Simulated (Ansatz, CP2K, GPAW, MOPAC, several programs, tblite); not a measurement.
# What cheap methods get right for TiO2

Aim: run TiO2 through methods of unlike cost and see what each gets, and at what price.

Method: no spin polarisation, static lattice; gaps from single points on the cell relaxed beforehand with r²SCAN, in MOPAC, tblite, CP2K, GPAW, Ansatz (versions at each run).

## 1. Starting point

The structure is cubic, space group Fm-3m (No. 225). Conventional cell: a = 4.794 Å, b = 4.794 Å, c = 4.794 Å, α = 90.00°, β = 90.00°, γ = 90.00°. Around Ti (site symmetry m-3m) lie 8 O at 2.08 Å. O (site symmetry -43m) has 4 Ti at 2.08 Å as nearest neighbours.

Structure file:

```xyz
3
Lattice="0.0000 2.3968 2.3968 2.3968 0.0000 2.3968 2.3968 2.3968 0.0000" Properties=species:S:1:pos:R:3 pbc="T T T"
Ti    0.0000    0.0000    0.0000
O     1.1984    1.1984    1.1984
O     3.5952    3.5952    3.5952
```

The structure type (fluorite) is imposed and need not be the compound's stable one.

**Question.** The methods are PM6, PM7, GFN1-xTB (tblite), GFN2-xTB (tblite), PBE/DZVP, PBE/single-zeta, PBE/SZV, coarse PBE, GLLB-SC, PBE, r2SCAN. What gap does r2SCAN give on this cell, and which other methods (full PBE left aside) come nearest to r2SCAN and farthest in gap, volume and bulk modulus?

| quantity | value |
| --- | --- |
| r2SCAN | gap 1.51 eV, 9.18 Å³/atom, B₀ 276 GPa |
| gap: nearest and farthest of the other methods | PBE/DZVP, coarse PBE (about 0.38 eV off); PM6 (+7.60 eV) |
| volume: nearest and farthest of the other methods | GFN1-xTB (tblite) (+1.1 %), PM7 (+11.2 %) |
| bulk modulus: nearest and farthest of the other methods | PBE/DZVP, PBE/SZV (about 9 % off); PM7 (+68 %) |

**Reading.** For the gap (full PBE left aside), PBE/DZVP, coarse PBE tie for nearest to r2SCAN; PM6 is farthest. Among the 5 methods compared for the volume (full PBE left aside), GFN1-xTB (tblite) is nearest to r2SCAN and PM7 farthest. For the bulk modulus (full PBE left aside), PBE/DZVP, PBE/SZV tie for nearest to r2SCAN; PM7 is farthest. A minimal basis or a coarse cutoff and mesh shifts results by its own error, so closeness to r2SCAN can be chance. Cluster runs see only the k-points that fold onto the zone centre, so their gaps can miss the band edges. GLLB-SC is compared with its derivative discontinuity added. No volume is given for PM6, PBE/single-zeta, coarse PBE, which can hide a larger miss. CPU times run from 0.59 s (coarse PBE) to 49 s (PM7). On this cell PM6, PM7, GFN1-xTB (tblite), GFN2-xTB (tblite), PBE/DZVP, PBE/single-zeta, PBE/SZV, GLLB-SC cost more than r2SCAN itself (4.2 s), so they are no saving here. A cluster method computes far more atoms than the primitive cell, so on a small crystal it can cost more than plane waves. GFN2-xTB (tblite) disagrees with r2SCAN even on whether there is a gap. r2SCAN is a yardstick, not the truth: it usually gives gaps below the measured ones.
